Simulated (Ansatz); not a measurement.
# Ru: stress in a strained cell

Aim: deform Ru (equal xy, yz and zx engineering shear strains of +3 %) and compute stress, forces and field gradients with LAPW, PAW and all-electron datasets made for the crystal.

Method: DFT PBEsol, scalar-relativistic, in Ansatz 0.2.0.

## Step 1: Starting point

Symmetry: P6_3/mmc, No. 194, hexagonal system. Conventional cell: a = 2.706 Å, b = 2.706 Å, c = 4.282 Å, α = 90.00°, β = 90.00°, γ = 120.00°. Ru (site symmetry -6m2) is surrounded by 12 Ru at 2.65 to 2.71 Å.

Coordinates:

```
Ru
1.0
     2.70580    0.00000    0.00000
    -1.35290    2.34329    0.00000
     0.00000    0.00000    4.28190
Ru
2
Direct
  0.33333 0.66667 0.25000
  0.66667 0.33333 0.75000
```

Atoms are numbered in the order of the input: Ru1, Ru2.

## Step 2: The deformed structure

Space group P6_3/mmc before, P-1 after.

## Step 3: Full-potential LAPW

File input.yaml:

```yaml
crystal:
  lattice:
    - [2.7057993342, 0.04058699, 0.04058699]
    - [-1.3177503027, 2.322997466, 0.0148558694]
    - [0.0642285, 0.0642285, 4.2819]
  atoms:
    - { symbol: Ru, position: [0.3333333333, 0.6666666667, 0.25] }
    - { symbol: Ru, position: [0.6666666667, 0.3333333333, 0.75] }
kpoints:
  mp_grid: { grid: [14, 14, 8] }
  band_path:
    path:
      - [0.0, 0.0, 0.0]
      - [0.0, -0.5, 0.0]
      - [0.0, 0.0, 0.5]
      - [0.0, 0.0, 0.0]
      - [-0.5, 0.0, 0.0]
      - [-0.5, 0.5, -0.5]
      - [0.0, 0.0, 0.0]
      - [-0.5, 0.0, -0.5]
      - [-0.5, 0.5, 0.0]
    npoints: 5
scf:
  occupations: { method: fermi_dirac, width: 0.03 }
hamiltonian:
  xc: pbesol
  pseudopotentials: { kind: all_electron, lapw: { basis_error: 0.0005 } }
output:
  forces: true
  stress: true
  eigenvalues: true
```

The run is started by

```
$ ansatz run input.yaml --threads 1 --pin off --max-ram 3072MiB --backend cpu --events-out ev --progress --plain --runs-dir out
```

What it wrote (excerpt; [...] marks lines left out):

```text
LAPW: plane waves up to 9.036 Å⁻¹, error target 5.0e-4 eV per atom; small_component_spin mean_spin; Ru in spheres of 1.305 Å, 32 of its electrons in bands, Dirac shells []
[...]
Pseudopotentials: kind: all_electron
Pseudopotential: Ru, LAPW, valence charge 32, Koelling and Harmon's equation, gaussian nucleus
Functional definition: PBEsol
[...]
Crystal: 2 atoms, lattice volume = 27.131 Å³
Basis set: ecut = 311.0524722463021 eV, 325 PW (Γ), exchange–correlation at level 2
Bands: 39, of which v1, the nominal top of the filled ones, is band 32 counted from 1 (31 counted from 0)
Symmetry: 2 space group operations
Space group: P-1 (ITA 2), of the structure as read, at distance tolerance 3.0e-5 Å
k-points: 788 of 1568
[...]
SCF iter   1: F=—  HF=-246467.339648 eV  |F-HF|=—  |Δ(HF+E_count)|=         —  Δρ=5.53e-2  dr2=4.26e-1  ethr=6.64e-4  ⟨swp⟩=2.5  Hψ=187923  notcnv=0
[...]
SCF iter   8: F=-246465.982437 eV  HF=-246465.982438 eV  |F-HF|=7.66e-8  |Δ(HF+E_count)|=   3.27e-7  Δρ=1.50e-5  dr2=6.20e-8  ethr=8.78e-10  ⟨swp⟩=2.0  Hψ=89231  notcnv=0
[...]
NSCF: frozen V_eff on 41 k-points
SCF converged after 8 iterations
Free energy (F): -246465.982437 eV
[...]
E sigma→0 (E₀):  -246465.979268 eV
Entropy (-TS):   -0.006340 eV (-3.170 meV/atom)
Fermi energy:    25.637820 eV
[...]
--- Forces (eV/Å), atoms counted from 1 ---
  atom   1  Ru    -0.06877441    -0.00485748     0.03610933
  atom   2  Ru     0.06877441     0.00485748    -0.03610933
[...]
--- Stress (GPa, compression-positive) ---
       -4.844223      -5.770701      -5.600127
       -5.770701      -4.820099      -5.625100
       -5.600127      -5.625100      -6.692658
  P = ⅓ Tr σ = -5.4523 GPa (-54.523 kbar)
--- Band table (eV; the first three rows and the last of 788) ---
[...]
```

Wall time 2.6 min (1 thread of Intel Xeon 6975P-C (Granite Rapids), shared host); peak memory 2.2 GiB.

Read from it: pressure -5.45 GPa; no gap; largest force 0.078 eV/Å.

## Step 4: Frozen-core PAW

File input.yaml:

```yaml
crystal:
  lattice:
    - [2.7057993342, 0.04058699, 0.04058699]
    - [-1.3177503027, 2.322997466, 0.0148558694]
    - [0.0642285, 0.0642285, 4.2819]
  atoms:
    - { symbol: Ru, position: [0.3333333333, 0.6666666667, 0.25] }
    - { symbol: Ru, position: [0.6666666667, 0.3333333333, 0.75] }
kpoints:
  mp_grid: { grid: [14, 14, 8] }
scf:
  occupations: { method: fermi_dirac, width: 0.03 }
hamiltonian:
  xc: pbesol
  pseudopotentials: { kind: paw }
output:
  forces: true
  stress: true
  eigenvalues: true
  efg: { contact_densities: true }
  write_density: true
  write_potential: true
  elf: true
  volumetric_format: npy
```

The run is started by

```
$ ansatz run input.yaml --threads 1 --pin off --max-ram 3072MiB --backend cpu --events-out ev --progress --plain --runs-dir out
```

What it wrote (excerpt; [...] marks lines left out):

```text
Ru: output.efg is read without spin–orbit coupling, which moves field gradients at and beside such atoms by some per cent and up to a factor of two; PAW files take it under magnetization.noncollinear and magnetization.spin_orbit
[...]
Pseudopotentials: kind: paw
Pseudopotential: Ru, paw, valence charge 16, recommended cutoff 420 eV (normal)
[... 1 set-up line as earlier in the session ...]
[...]
Crystal: 2 atoms, lattice volume = 27.131 Å³
Basis set: ecut = 420 eV, 543 PW (Γ), exchange–correlation on 40×36×60 points (8 copies of the dense FFT grid, shifted against one another)
Bands: 20, of which v1, the nominal top of the filled ones, is band 16 counted from 1 (15 counted from 0)
[... 2 set-up lines as earlier in the session ...]
k-points: 788 of 1568
[...]
  atom   2  Ru     0.06856147     0.00481900    -0.03633160
[...]
--- Stress (GPa, compression-positive) ---
       -4.828327      -5.771584      -5.598631
       -5.771584      -4.806989      -5.624490
       -5.598630      -5.624490      -6.652093
  P = ⅓ Tr σ = -5.4291 GPa (-54.291 kbar)
--- PAW observables at the nuclei: V_zz in 10²¹ V/m², potentials from the cell's mean, atoms counted from 1 ---
  atom   1  Ru V_zz =    -1.396461   η = 0.7312   by run symmetry: allowed
            electrostatic potential = -6805.292661 V   contact ρ = 718383.803915 e/Å³
  atom   2  Ru V_zz =    -1.396461   η = 0.7312   by run symmetry: allowed
            electrostatic potential = -6805.292661 V   contact ρ = 718383.803915 e/Å³
--- Band table (eV; the first three rows and the last of 788) ---
  k-point 0: bands = ["-49.6678", "-49.4580", "-20.1894", "-19.2484", "-19.2182", "-19.0928", "-19.0458", "-19.0076", "15.3377", "17.1585", "20.5183", "20.9053", "21.0713", "21.2180", "21.7167", "22.0126", "22.0805", "24.5076", "24.6421", "24.6558"]
[...]
```

Run time: 14 s. Hardware: 1 thread of Intel Xeon 6975P-C (Granite Rapids), shared host; peak memory 0.64 GiB.

Result: pressure -5.43 GPa; no gap; largest force 0.078 eV/Å; Vzz Ru1 -1.40 (η = 0.73) (10²¹ V/m²).

Density in a lattice plane of the grid's cell (edges 2.71 and 4.28 Å, at 0.333 of the third edge), which holds Ru.

Ten even steps from ' ' (0.29 e/Å³) to '@' (9.90 e/Å³):
```
                    ....        
              ....::------::..  
            ..::==****##**==::..
            ..--**%%@@@@%%**==..
            ..==**@@@@@@@@##++::
            ..--**%%@@@@%%**==::
              ::--++**##**==::..
                ..::------::..  
                    ....        
                                
                                
                                
                                
  ..........                    
  ..........                    
  ........                      
                                
                                
                                
                                
```
Columns run along the first of these edges and rows up along the second, over one cell in 16 and 20 even steps from the bottom left corner. Atoms in the plane (fractional): Ru at (0.67, 0.75).

ELF in the same plane.

Ten even steps from '0' (0.21) to '9' (0.67):
```
1111110112332100
0111101367887631
1011013699999974
2011125898557996
2111125996215897
2111114898557996
1011112699999974
0111101257887642
1111111012333210
1110111100000011
1000001221111121
0000000122222210
1233221011222100
2455432001111100
2455542101111000
1345432101111100
0122211111222100
0000001122222210
1000011221111121
1111111100000011
```
Columns run along the first of these edges and rows up along the second, over one cell in 16 and 20 even steps from the bottom left corner. Atoms in the plane (fractional): Ru at (0.67, 0.75).

Both are smooth fields of the valence electrons: close to the nuclei they are not physical.

## Step 5: All-electron PAW on datasets made for the crystal

input.yaml: that of step 4 with these lines changed.

```diff
@@ -14,3 +14,3 @@
   xc: pbesol
-  pseudopotentials: { kind: paw }
+  pseudopotentials: { kind: all_electron, datasets: crystal }
 output:
@@ -20,5 +20 @@
   efg: { contact_densities: true }
-  write_density: true
-  write_potential: true
-  elf: true
-  volumetric_format: npy
```

The run is started by

```
$ ansatz run input.yaml --threads 1 --pin off --max-ram 3072MiB --backend cpu --events-out ev --progress --plain --runs-dir out
```

What it wrote (excerpt; [...] marks lines left out):

```text
[...]
band count auto-derived: 13 (N_el = 16.0; filled up to band 8; 12 by the electrons, moments and atoms)
Ru: output.efg is read without spin–orbit coupling, which moves field gradients at and beside such atoms by some per cent and up to a factor of two; PAW files take it under magnetization.noncollinear and magnetization.spin_orbit
[...]
[... 1 set-up line as earlier in the session ...]
Pseudopotential: Ru, paw, valence charge 16, recommended cutoff 340 eV (normal), Koelling and Harmon's equation, gaussian nucleus
[... 1 set-up line as earlier in the session ...]
[...]
Crystal: 2 atoms, lattice volume = 27.131 Å³
Basis set: ecut = 340 eV, 385 PW (Γ), exchange–correlation on 36×36×54 points (8 copies of the dense FFT grid, shifted against one another)
Bands: 13, of which v1, the nominal top of the filled ones, is band 8 counted from 1 (7 counted from 0)
[... 1 set-up line as earlier in the session ...]
[...]
  atom   1  Ru    -0.06870909    -0.00486662     0.03617139
  atom   2  Ru     0.06870909     0.00486662    -0.03617139
[...]
--- Stress (GPa, compression-positive) ---
       -4.843247      -5.770573      -5.599882
       -5.770573      -4.819944      -5.625022
       -5.599882      -5.625022      -6.693613
  P = ⅓ Tr σ = -5.4523 GPa (-54.523 kbar)
  It holds what live shells' own plane waves past their cutoff add
--- PAW observables at the nuclei: V_zz in 10²¹ V/m², potentials from the cell's mean, atoms counted from 1 ---
  atom   1  Ru V_zz =    -1.533816   η = 0.7341   by run symmetry: allowed
            electrostatic potential = -6803.626274 V   contact ρ = 718412.255274 e/Å³
  atom   2  Ru V_zz =    -1.533816   η = 0.7341   by run symmetry: allowed
            electrostatic potential = -6803.626274 V   contact ρ = 718412.255274 e/Å³
--- Band table (eV; the first three rows and the last of 788) ---
  k-point 0: bands = ["17.5820", "19.4035", "22.7650", "23.1525", "23.3183", "23.4647", "23.9638", "24.2597", "24.3278", "26.7550", "26.8830"]
[...]
```

It took 68 s on 1 thread of Intel Xeon 6975P-C (Granite Rapids), shared host; peak memory 1.4 GiB.

In short: pressure -5.45 GPa; no gap; largest force 0.078 eV/Å; Vzz Ru1 -1.53 (η = 0.73) (10²¹ V/m²).

## Step 6: Stress and forces compared

Stress (GPa, compression positive):

```tsv
method	xx	yy	zz	yz	xz	xy
LAPW	-4.84	-4.82	-6.69	-5.63	-5.60	-5.77
PAW	-4.83	-4.81	-6.65	-5.62	-5.60	-5.77
crystal datasets	-4.84	-4.82	-6.69	-5.63	-5.60	-5.77
```

Forces (eV/Å):

```tsv
atom	LAPW x	LAPW y	LAPW z	PAW x	PAW y	PAW z	crystal datasets x	crystal datasets y	crystal datasets z
Ru1	-0.069	-0.005	0.036	-0.069	-0.005	0.036	-0.069	-0.005	0.036
Ru2	0.069	0.005	-0.036	0.069	0.005	-0.036	0.069	0.005	-0.036
```

```
          method  pressure (GPa)  largest force (eV/Å)  Vzz Ru1 (10²¹ V/m²)  SCF cycles, all passes
            LAPW           -5.45                 0.078                    –                       8
             PAW           -5.43                 0.078                -1.40                       6
crystal datasets           -5.45                 0.078                -1.53                      10
```

## Step 7: Results

```
                                 quantity                                              value
                                 pressure  LAPW -5.45, PAW -5.43, crystal datasets -5.45 GPa
largest shear or deviatoric stress (LAPW)                                           5.77 GPa
```

**Reading.** The largest part of the stress beyond the pressure is 5.77 GPa in size, in the xy component; the atoms are carried along and not relaxed. No run of the undeformed cell stands beside it, so the pressure holds what the given cell had before the change. PAW: stress within 0.04 GPa of LAPW, forces within 1 meV/Å. Crystal datasets: stress within 0.01 GPa of LAPW, forces within 1 meV/Å.
